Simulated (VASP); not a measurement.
Crystal: BAs.

```
As B
1.0
     0.00000    2.38850    2.38850
     2.38850    0.00000    2.38850
     2.38850    2.38850    0.00000
As B
1 1
Cartesian
  3.5827 3.5827 3.5827
  0.0000 0.0000 0.0000
```

Program: VASP 6.6.1. Alike in all runs: task band structure; spin SOC, no magnetisation; cell as given; k mesh 8 × 8 × 8; cutoff (eV) 520; smearing gaussian 0.02 eV.

Problem. Order these runs on this cell by their pressure, lowest first.
A. level r2SCAN; potentials or basis VASP PAW PBE potentials, release 64 (As, B); further INCAR settings ALGO = Normal; EDIFF = 1e-06
B. level PBE; potentials or basis VASP PAW PBE potentials, release 64 (As, B); further INCAR settings ALGO = Fast; EDIFF = 1e-06
C. level LDA; potentials or basis VASP PAW LDA potentials, release 64 (As, B); further INCAR settings ALGO = Fast; EDIFF = 1e-06

Solution. C (-3.1 GPa), A (0.8 GPa), B (3.4 GPa).

Caveats: the PAW data sets were made with another functional, which shifts forces and pressure a little (some runs).
